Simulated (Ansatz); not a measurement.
Sb:

```
Sb
1.0
     0.00000    2.37124    2.37124
     2.37124    0.00000    2.37124
     2.37124    2.37124    0.00000
Sb
1
Direct
  0.00000 0.00000 0.00000
```

This isn't the form of Sb at room conditions, which is rhombohedral.

| Property | Result |
| --- | --- |
| Program | Ansatz 0.2.0 |
| Task | relaxation of cell and atoms |
| Functional | revPBE |
| Dispersion | D3(BJ) |
| Potentials or basis | Ansatz PAW |
| Cutoff | 420 eV (not typed: the program's choice for these potentials) |
| k mesh | 10 × 10 × 10 |
| Occupations | fermi-dirac, width 0.05 eV |
| Spin | no spin polarisation |

At the start: volume 26.67 Å³/atom.

**Question.** How do energy, volume and symmetry change on relaxing?

**Answer.** It ends after 5 steps and the volume is 25.29 Å³/atom (-5.2 %); space group Fm-3m (No. 225, to 0.05 Å).

The path:
```tsv
step	energy change (eV)	largest force (eV/Å)	volume (Å³)
1	0.0000	0.0000	26.67
2	-0.0132	0.0000	24.92
3	-0.0142	0.0000	25.34
4	-0.0143	0.0000	25.29
5	-0.0139	0.0000	25.29
```

Final structure:
```
CELL_PARAMETERS angstrom
0.00000 2.32974 2.32974
2.32974 0.00000 2.32974
2.32974 2.32974 0.00000
ATOMIC_POSITIONS crystal
Sb 0.00000 0.00000 0.00000
```

Caveat: the plane-wave basis is chosen anew once the cell has moved, so the energies of steps on either side of that aren't comparable; pairwise dispersion overbinds metals, which lowers pressure and volume; the PAW data sets come from PBE, with cores solved anew for the run's functional, which leaves a small shift of forces and pressure.
